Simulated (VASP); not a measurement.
Set up this calculation in VASP 6.6.1, as the native input.

```yaml
Task: single point
Functional: LDA
Potentials_or_basis: VASP PAW LDA potentials, release 64 (Sn_d, Se)
Cutoff: 520 eV
k_mesh: 10 × 10 × 10
Occupations: gaussian, width 0.05 eV
Spin: no spin polarisation
Dipole_correction: no
Further_INCAR_settings: ALGO = Normal; EDIFF = 1e-06; NBANDS = 17
```

The structure of SnSe lies in POSCAR:

```
SnSe
1.0
    0.0000000000      2.8325184469      3.3990221363
    2.8325184469      0.0000000000      3.3990221363
    2.8325184469      2.8325184469      0.0000000000
Sn Se
1 1
Direct
    0.0000000000      0.0000000000      0.0000000000
    0.5000000000      0.5000000000      0.5000000000
```

Measurements of this composition are mostly on another form, of space group No. 62.

These files were run (other wordings do the same):

INCAR

```
SYSTEM = SnSe
PREC = Accurate
ENCUT = 520
EDIFF = 1E-6
ISMEAR = 0
SIGMA = 0.05
LREAL = .FALSE.
LASPH = .TRUE.
NELM = 60
ALGO = Normal
ISIF = 2
LWAVE = .FALSE.
LCHARG = .FALSE.
GGA = CA
NBANDS = 17
```

KPOINTS

```
regular mesh
0
G
  10 10 10
  0 0 0
```

Potentials or basis: VASP PAW LDA potentials, release 64 (Sn_d, Se).

Launch:

```console
$ cat potpaw_LDA.64/Sn_d/POTCAR potpaw_LDA.64/Se/POTCAR > POTCAR
$ mpirun -np 1 vasp_std > vasp.out
```

Results of the run:

```
Pressure               : 0.6 GPa
Band gap on the k mesh : none (metal or under the smearing width)
```

Run time: 32 s on 1 thread of Intel(R) Xeon(R) 6975P-C (Granite Rapids), with other jobs on the host, peak memory 0.23 GiB.
